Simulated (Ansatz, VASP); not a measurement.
# KBr: VASP beside Ansatz

File POSCAR:

```
KBr
1.0
    0.0000000000      3.2925000000      3.2925000000
    3.2925000000      0.0000000000      3.2925000000
    3.2925000000      3.2925000000      0.0000000000
K Br
1 1
Direct
    0.0000000000      0.0000000000      0.0000000000
    0.5000000000      0.5000000000      0.5000000000
```

The input INCAR.step1:

```
ALGO = Normal ; EDIFF = 1E-4
ENCUT = 520 ; GGA = PE
ISMEAR = -1 ; LASPH = True
LCHARG = False ; LREAL = False
LWAVE = True ; NBANDS = 15
NELM = 100 ; PREC = Accurate
SIGMA = 0.01
```

INCAR.step2

```
ALGO = Normal ; EDIFF = 1E-8
ENCUT = 520 ; ISIF = 2
ISMEAR = -1 ; ISTART = 1
LASPH = True ; LCHARG = False
LEFG = True ; LMIXTAU = True
LREAL = False ; LWAVE = False
METAGGA = R2SCAN ; NBANDS = 15
NELM = 100 ; PREC = Accurate
SIGMA = 0.01
```

File KPOINTS:

```
k-points
0
Gamma
  7 7 7
```

Input for Ansatz:

```yaml
crystal:
  lattice:
    - [0.0, 3.2925, 3.2925]
    - [3.2925, 0.0, 3.2925]
    - [3.2925, 3.2925, 0.0]
  atoms:
    - { symbol: K, position: [0.0, 0.0, 0.0] }
    - { symbol: Br, position: [0.5, 0.5, 0.5] }
kpoints:
  mp_grid: { grid: [7, 7, 7] }
  band_path:
    path:
      - [0.0, 0.0, 0.0]
      - [0.5, 0.0, 0.5]
      - [0.625, 0.25, 0.625]
      - [0.375, 0.375, 0.75]
      - [0.0, 0.0, 0.0]
      - [0.5, 0.5, 0.5]
      - [0.5, 0.25, 0.75]
      - [0.5, 0.0, 0.5]
    npoints: 5
scf:
  occupations: { method: fermi_dirac, width: 0.01 }
hamiltonian:
  xc: r2scan
  pseudopotentials: { kind: paw }
output:
  forces: true
  stress: true
  eigenvalues: true
  efg: { contact_densities: true }
```

Alike in both runs: task electric field gradients; functional r2SCAN; k mesh 7 × 7 × 7; occupations fermi-dirac, width 0.01 eV; no spin polarisation.

|  | VASP | Ansatz |
| --- | --- | --- |
| version | VASP 6.6.1 | Ansatz 0.2.0 |
| potentials or method | VASP PAW PBE potentials, release 64 (K_sv, Br) | PAW with Ansatz's default frozen-core files, scalar-relativistic |
| plane-wave cutoff (eV) | 520 | 500 |
| valence electrons in the cell | 16 | 16 |

|  | VASP | Ansatz | Ansatz less VASP |
| --- | --- | --- | --- |
| gap on the k mesh at the Fermi level (eV) | 5.10 | 5.10 | -0.002 |
| pressure (GPa) | 0.2 | 0.2 | 0.00 |
| Vzz of the field gradient on the site that differs most (V/Å²) | 0.0 | 0.0 | 0.00 |

With one functional, cell and mesh, what is left measures potentials, basis and numerics.

Caveats: the PAW data sets were made with another functional, which shifts forces and pressure a little (VASP); an odd mesh through Γ misses points on the zone boundary, where band edges often lie. r2SCAN opens gaps a little over a GGA but as a rule still falls short of measured ones.
